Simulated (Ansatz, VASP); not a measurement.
**Mo in VASP and in Ansatz**

The input INCAR:

```
PREC = Accurate
ENCUT = 520
EDIFF = 1E-7
ISMEAR = -1
SIGMA = 0.05
LREAL = False
LASPH = True
NELM = 100
ALGO = Fast
ISIF = 2
LWAVE = False
LCHARG = False
NBANDS = 13
```

Contents of KPOINTS:

```
Automatic mesh
0
Gamma
  7 6 7
```

The input POSCAR:

```
Mo
1.0
    0.1575306600      2.0190446400      1.9118309000
    2.1247256100     -0.0263960200      2.0957575800
    2.0299532600      2.1081989700      0.0683763300
Mo
1
Direct
    0.0000000000      0.0000000000      0.0000000000
```

The input input.yaml:

```yaml
crystal:
  lattice:
    - [0.15753066, 2.01904464, 1.9118309]
    - [2.12472561, -0.02639602, 2.09575758]
    - [2.02995326, 2.10819897, 0.06837633]
  atoms:
    - { symbol: Mo, position: [0.0, 0.0, 0.0] }
hamiltonian:
  xc: lda
  pseudopotentials: { kind: paw }
kpoints:
  mp_grid: { grid: [7, 6, 7] }
scf:
  occupations: { method: fermi_dirac, width: 0.05 }
  n_extra_bands: 6
output:
  forces: true
  stress: true
  eigenvalues: true
  dos: { projected: true, de: 0.05, nscf_kmesh: { grid: [11, 9, 11] } }
```

This isn't the form of Mo at room conditions, which is bcc.

Alike in both runs: functional LDA; k mesh 7 × 6 × 7; occupations fermi-dirac, width 0.05 eV; no spin polarisation.

|  | VASP | Ansatz |
| --- | --- | --- |
| version | VASP 6.6.1 | Ansatz 0.2.0 |
| potentials or method | VASP PAW LDA potentials, release 64 (Mo_sv) | Ansatz PAW |
| plane-wave cutoff (eV) | 520 | 420 |
| valence electrons in the cell | 14 | 14 |
| task | single point | projected density of states |

```csv
,VASP,Ansatz,Ansatz less VASP
gap on the k mesh at the Fermi level (eV),none,none,-
pressure (GPa),-12.6,-13.6,-0.98
largest component of the traceless stress (GPa),3.99,3.97,-0.012
```

A gap of «none» marks a metal or a gap that the smearing closes.

Caveats: the k mesh is coarse (spacing up to 0.43 Å⁻¹), so the values aren't converged; the PAW data sets come from PBE, with cores solved anew for the run's functional, which leaves a small shift of forces and pressure (Ansatz); the density of states is complete only up to the lowest level of the last band computed (Ansatz).
